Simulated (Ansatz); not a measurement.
Free-standing chains of the atoms of Ag, named by their start (strip: triangular double chain, ladder: square double chain); atoms and period are relaxed, and energies count from relaxed bulk Ag (P6_3/mmc, not its usual structure, 17.89 Å³/atom, gap on the mesh 0.00 eV).

Level of theory: DFT PBE, scalar-relativistic, plane waves, PAW in Ansatz.

Cutoff 420 eV, Gaussian smearing of 0.05 eV, energies at zero smearing, symmetry of each start kept, collinear spin where a moment is listed.

| start | atoms | k mesh | excess energy (eV per host atom) | period (Å) | gap on the mesh (eV) | highest filled level or Fermi level under vacuum (eV) |
| --- | --- | --- | --- | --- | --- | --- |
| linear chain | 1 | 1×1×24 | 1.361 | 2.654 | 0 | 5.09 |
| dimerised chain | 2 | 1×1×12 | 1.361 | 5.306 | 0 | 5.09 |
| zigzag chain* | 2 | 1×1×14 | 0.975 | 2.748 | 0 | - |
| ladder chain | 4 | 1×1×12 | 1.078 | 5.363 | 0.23 | - |
| strip chain | 2 | 1×1×23 | 0.977 | 2.719 | 0 | 4.44 |

Zero in every row: size of the moment (μB per cell).

* ends far from its start.

Each run keeps its start's symmetry and one magnetic start, so lower states can exist. Rows stand on unlike meshes and boxes, so starts that end alike can differ by a few hundredths of an eV per atom.

Cost: 5 runs of about 10 core-minutes in all, on Arm Neoverse V2 (shared hosts).